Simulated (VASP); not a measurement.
# Nb (Im-3m) in VASP: single point with PBEsol

Aim: the single point of Nb with PBEsol.

Program: VASP 6.6.1. These are calculated values, not measurements. Logs are shortened: lines on timing, memory, paths and dates and some standing lists are left out, and cuts for length are marked.

### Step 1. Starting point

Symmetry: Im-3m, No. 229, cubic system. The conventional cell has a = 3.271 Å, b = 3.271 Å, c = 3.271 Å, α = 90.00°, β = 90.00°, γ = 90.00°. Nb (site symmetry m-3m) has 8 Nb at 2.83 Å as nearest neighbours.

### Step 2. Single point, PBEsol, non-collinear spin, zero start, spin-orbit coupling

The input, INCAR:

```
PREC = Accurate ; ENCUT = 520
EDIFF = 1E-6 ; ISMEAR = 0
SIGMA = 0.1 ; LREAL = F
LASPH = T ; NELM = 60
ALGO = Normal ; ISIF = 2
LWAVE = F ; LCHARG = F
LNONCOLLINEAR = T ; MAGMOM = 0 0 0
LORBIT = 11 ; LSORBIT = T
GGA_COMPAT = F ; LMAXMIX = 4
GGA = PS
```

The input, KPOINTS:

```
Automatic mesh
0
Gamma
  18 18 18
```

The input, POSCAR:

```
Nb
1.0
   -1.6355100000      1.6355100000      1.6355100000
    1.6355100000     -1.6355100000      1.6355100000
    1.6355100000      1.6355100000     -1.6355100000
Nb
1
Direct
    1.0000000000      1.0000000000      1.0000000000
```

Potentials or basis: VASP PAW PBE potentials, release 64 (Nb_sv).

Launch:

```bash
cat potpaw_PBE.64/Nb_sv/POTCAR > POTCAR
mpirun -np 1 vasp_ncl > vasp.out
```

OUTCAR:

```text
PREC = Accurate
   ENCUT = 520
   EDIFF = 1E-6
   ISMEAR = 0
   LREAL = F
   LASPH = T
   NELM = 60
   ISIF = 2
   LNONCOLLINEAR = T
   LORBIT = 11
   LSORBIT = T
   GGA = PS

 ion  position               nearest neighbor table
   1  0.000  0.000  0.000-

  LATTYP: Found a body centered cubic cell.
 ALAT       =     3.2710200000

  Lattice vectors:

 A1 = (  -1.6355100000,   1.6355100000,   1.6355100000)
 A2 = (   1.6355100000,  -1.6355100000,   1.6355100000)
 A3 = (   1.6355100000,   1.6355100000,  -1.6355100000)

Analysis of symmetry for initial positions (statically):
=====================================================================
 Subroutine PRICEL returns:
 Original cell was already a primitive cell.

 Routine SETGRP: Setting up the symmetry group for a
 body centered cubic supercell.

 Subroutine GETGRP returns: Found 48 space group operations
 (whereof 48 operations were pure point group operations)
 out of a pool of 48 trial point group operations.

The static configuration has the point symmetry O_h .

Analysis of symmetry for dynamics (positions and initial velocities):
=====================================================================
 Subroutine PRICEL returns:
 Original cell was already a primitive cell.

 Routine SETGRP: Setting up the symmetry group for a
 body centered cubic supercell.

 Subroutine GETGRP returns: Found 48 space group operations
 (whereof 48 operations were pure point group operations)
 out of a pool of 48 trial point group operations.

The dynamic configuration has the point symmetry O_h .

Analysis of structural, dynamic, and magnetic symmetry:
=====================================================================
 Subroutine PRICEL returns:
 Original cell was already a primitive cell.

 Routine SETGRP: Setting up the symmetry group for a
 body centered cubic supercell.

 Subroutine GETGRP returns: Found 48 space group operations
 (whereof 48 operations were pure point group operations)
 out of a pool of 48 trial point group operations.

The overall configuration has the point symmetry O_h .

 Subroutine INISYM returns: Found 48 space group operations
 (whereof 48 operations are pure point group operations),
 and found     1 'primitive' translations

----------------------------------------------------------------------------------------

                                     Primitive cell

  volume of cell :      17.4993

  direct lattice vectors                    reciprocal lattice vectors
    -1.635510000  1.635510000  1.635510000     0.000000000  0.305715037  0.305715037
     1.635510000 -1.635510000  1.635510000     0.305715037  0.000000000  0.305715037
     1.635510000  1.635510000 -1.635510000     0.305715037  0.305715037  0.000000000

  length of vectors
     2.832786416  2.832786416  2.832786416     0.432346351  0.432346351  0.432346351

  position of ions in fractional coordinates (direct lattice)
     0.000000000  0.000000000  0.000000000

  ion indices of the primitive-cell ions
   primitive index   ion index
                 1           1

----------------------------------------------------------------------------------------

 KPOINTS: Automatic mesh

Automatic generation of k-mesh.
 Grid dimensions read from file:
 generate k-points for:   18   18   18

 Generating k-lattice:

  Cartesian coordinates                     Fractional coordinates (reciprocal lattice)
     0.000000000  0.016984169  0.016984169     0.055555556  0.000000000  0.000000000
     0.016984169  0.000000000  0.016984169     0.000000000  0.055555556  0.000000000
     0.016984169  0.016984169  0.000000000     0.000000000  0.000000000  0.055555556

  Length of vectors
     0.024019242  0.024019242  0.024019242

  Shift w.r.t. Gamma in fractional coordinates (k-lattice)
     0.000000000  0.000000000  0.000000000

 Subroutine IBZKPT returns following result:
 ===========================================

 Found    195 irreducible k-points:

 Following reciprocal coordinates:
            Coordinates               Weight
  0.000000  0.000000  0.000000      1.000000
  0.055556  0.000000  0.000000     12.000000
  0.111111  0.000000  0.000000     12.000000
  0.166667  0.000000  0.000000     12.000000
  0.222222  0.000000  0.000000     12.000000
  0.277778  0.000000  0.000000     12.000000
[... 16 lines left out ...]
  0.333333  0.111111  0.000000     48.000000
  0.388889  0.111111 -0.000000     48.000000
 [... further k-points ...]
   k-points           NKPTS =    195   k-points in BZ     NKDIM =    195   number of bands    NBANDS=     20
   number of dos      NEDOS =    301   number of ions     NIONS =      1
   total plane-waves  NPLWV =  13824
   dimension x,y,z NGX =    24 NGY =   24 NGZ =   24
   dimension x,y,z NGXF=    48 NGYF=   48 NGZF=   48
   ions per type =               1
   NGX,Y,Z   is equivalent  to a cutoff of  14.08, 14.08, 14.08 a.u.
   NGXF,Y,Z  is equivalent  to a cutoff of  28.17, 28.17, 28.17 a.u.
 SYSTEM =  unknown system
   PREC   = accura    normal or accurate (medium, high low for compatibility)
   ISTART =      0    job   : 0-new  1-cont  2-samecut
   ICHARG =      2    charge: 1-file 2-atom 10-const
   ISPIN  =      1    spin polarized calculation?
   LNONCOLLINEAR =      T non collinear calculations
   LSORBIT =      T    spin-orbit coupling
   LASPH  =      T    aspherical Exc in radial PAW
   ENCUT  =  520.0 eV  38.22 Ry    6.18 a.u.   5.27  5.27  5.27*2*pi/ulx,y,z
   NELM   =     60;   NELMIN=  2; NELMDL= -5     # of ELM steps
   EDIFF  = 0.1E-05   stopping-criterion for ELM
   LREAL  =      F    real-space projection
   EDIFFG = 0.1E-04   stopping-criterion for IOM
   NSW    =      0    number of steps for IOM
   IBRION =     -1    ionic relax: 0-MD 1-quasi-New 2-CG
   NFREE  =      0    steps in history (QN), initial steepest desc. (CG)
   ISIF   =      2    stress and relaxation
   ISYM   =      2    0-nonsym 1-usesym 2-fastsym
   POTIM  = 0.5000    time-step for ionic-motion
   TEBEG  =    0.0;   TEEND  =   0.0 temperature during run
   PSTRESS=    0.0 pullay stress
   NELECT =      13.0000    total number of electrons
   NUPDOWN=      -1.0000    fix difference up-down
   EMIN   =  10.00;   EMAX   =-10.00  energy-range for DOS
   EFERMI =   0.00;   METHOD = LEGACY
   ISMEAR =     0;   SIGMA  =   0.10  broadening in eV -4-tet -1-fermi 0-gaus
   EFERMI_NEDOS =   21; number of points for ismear=-14 and -15
   IALGO  =     38    algorithm
   IMIX   =      4    mixing-type and parameters
     AMIX     =   0.40;   BMIX     =  1.00
     AMIX_MAG =   1.60;   BMIX_MAG =  1.00
  volume/ion in A,a.u.               =      17.50       118.09
  Fermi-wavevector in a.u.,A,eV,Ry     =   1.482687  2.801872 29.910505  2.198360
  Thomas-Fermi vector in A             =   2.596442
   LORBIT       =     11    0 simple, 1 ext, 2 COOP (PROOUT), +10 PAW based schemes
   GGA     = PS    functional components
   LHFCALC =     F    Hartree Fock is set to
   AEXX    =    0.0000 exact exchange contribution
   IVDW    =     0    specifies the selected vdW correction
   LEPSILON=     F    determine dielectric tensor
   LRPA    =     F    only Hartree local field effects (RPA)
 Gauss-broadening in eV      SIGMA  =   0.10
  energy-cutoff  :      520.00
  volume of cell :       17.50
 maximum number of plane-waves:       960
 NGX is ok and might be reduce to    24
   NGX = 11   NGY = 11   NGZ = 11

 number of electron      13.0000001 magnetization       0.0000000      0.0000000      0.0000000

 number of electron      13.0000001 magnetization      -0.0000000     -0.0000000     -0.0000000

 Free energy of the ion-electron system (eV)
  ---------------------------------------------------
  ext. energy  EPLUGINS =         0.00000000
  ---------------------------------------------------
  free energy    TOTEN  =       -11.04361646 eV

  energy without entropy =      -11.03574998  energy(sigma->0) =      -11.03968322

 E-fermi :  11.4341     XC(G=0): -12.7800

 val. band max:       11.4267022446   @ k =   0.0556   0.0556   0.0556
 cond. band min:      11.4352701844   @ k =   0.2778   0.1111   0.0556
 fundamental gap:      0.0085679398
 Fermi energy:        11.4341298272

 k-point     1 :       0.0000    0.0000    0.0000
  band No.  band energies     occupation
      1     -42.7841      1.00000
      2     -42.7841      1.00000
      3     -19.4730      1.00000
      4     -19.4730      1.00000
      5     -17.3325      1.00000
      6     -17.3325      1.00000
[... 12 lines left out ...]
     19      14.8169      0.00000
[... 513 lines left out ...]
      4     -20.2156      1.00000
      5     -18.3291      1.00000
      6     -18.3291      1.00000
[... 12 lines left out ...]
     19      18.4623      0.00000
     20      18.4623      0.00000

 [... further k-points ...]

------------------------ aborting loop because EDIFF is reached ----------------------------------------

  FORCE on cell =-STRESS in cart. coord.  units (eV):
  Direction    XX          YY          ZZ          XY          YZ          ZX
  --------------------------------------------------------------------------------------
  -------------------------------------------------------------------------------------
  Total       -0.0126016     -0.0126016     -0.0126016      0.0000000      0.0000000      0.0000000
  in kB       -1.1537632     -1.1537632     -1.1537632      0.0000000      0.0000000      0.0000000
  external PRESSURE =      -1.1537632 kB  Pullay stress =       0.0000000 kB

 VOLUME and BASIS-vectors are now :
 -----------------------------------------------------------------------------
  energy-cutoff  :      520.00
  volume of cell :       17.50
      direct lattice vectors                 reciprocal lattice vectors
    -1.635510000  1.635510000  1.635510000     0.000000000  0.305715037  0.305715037
     1.635510000 -1.635510000  1.635510000     0.305715037  0.000000000  0.305715037
     1.635510000  1.635510000 -1.635510000     0.305715037  0.305715037  0.000000000

 POSITION                                       TOTAL-FORCE (eV/Angst)
 -----------------------------------------------------------------------------------
      0.00000      0.00000      0.00000        -0.000000     -0.000000      0.000000
 -----------------------------------------------------------------------------------
    total drift:                                0.000000      0.000000      0.000000

  FREE ENERGIE OF THE ION-ELECTRON SYSTEM (eV)
  ---------------------------------------------------
  free  energy   TOTEN  =       -11.0436164580 eV

  energy  without entropy=      -11.0357499830  energy(sigma->0) =      -11.03968322

 Spin-Orbit-Coupling matrix elements

 Ion:    1  E_soc:     -0.1759986
 l=   1
     0.0000000    -0.0270318    -0.0270318
    -0.0270318     0.0000000    -0.0270318
    -0.0270318    -0.0270318     0.0000000
 l=   2
     0.0000000    -0.0006066     0.0000000    -0.0006066    -0.0016947
    -0.0006066     0.0000000    -0.0012710    -0.0006066    -0.0004237
     0.0000000    -0.0012710     0.0000000    -0.0012710     0.0000000
    -0.0006066    -0.0006066    -0.0012710     0.0000000    -0.0004237
    -0.0016947    -0.0004237     0.0000000    -0.0004237     0.0000000
 l=   3
     0.0000000     0.0000000     0.0000000     0.0000000     0.0000000     0.0000000     0.0000000
     0.0000000     0.0000000     0.0000000     0.0000000     0.0000000     0.0000000     0.0000000
     0.0000000     0.0000000     0.0000000     0.0000000     0.0000000     0.0000000     0.0000000
     0.0000000     0.0000000     0.0000000     0.0000000     0.0000000     0.0000000     0.0000000
     0.0000000     0.0000000     0.0000000     0.0000000     0.0000000     0.0000000     0.0000000
     0.0000000     0.0000000     0.0000000     0.0000000     0.0000000     0.0000000     0.0000000
     0.0000000     0.0000000     0.0000000     0.0000000     0.0000000     0.0000000     0.0000000

 total charge

# of ion       s       p       d       tot
------------------------------------------
    1        2.228   6.000   2.538  10.765

 magnetization (x)

# of ion       s       p       d       tot
------------------------------------------
    1        0.000   0.000   0.000   0.000

 magnetization (y)

# of ion       s       p       d       tot
------------------------------------------
    1        0.000   0.000   0.000   0.000

 magnetization (z)

# of ion       s       p       d       tot
------------------------------------------
    1       -0.000   0.000  -0.000  -0.000
```

Run time: 52 s. Hardware: 1 thread of Intel Xeon 6975P-C (Granite Rapids), shared host; peak memory 0.26 GiB.

What came out:

| Item | Value |
| --- | --- |
| Free energy | -11.0436 eV |
| Pressure | -0.1 GPa |
| Net moment | 0.00 μB per cell |
| Valence electrons inside the program's atomic spheres | Nb 10.77 |

Moments on the atoms (μB; x, y, z):
```
Nb  0.00 0.00 0.00
```

Caveat: the PAW data sets were made with another functional, which shifts forces and pressure a little.
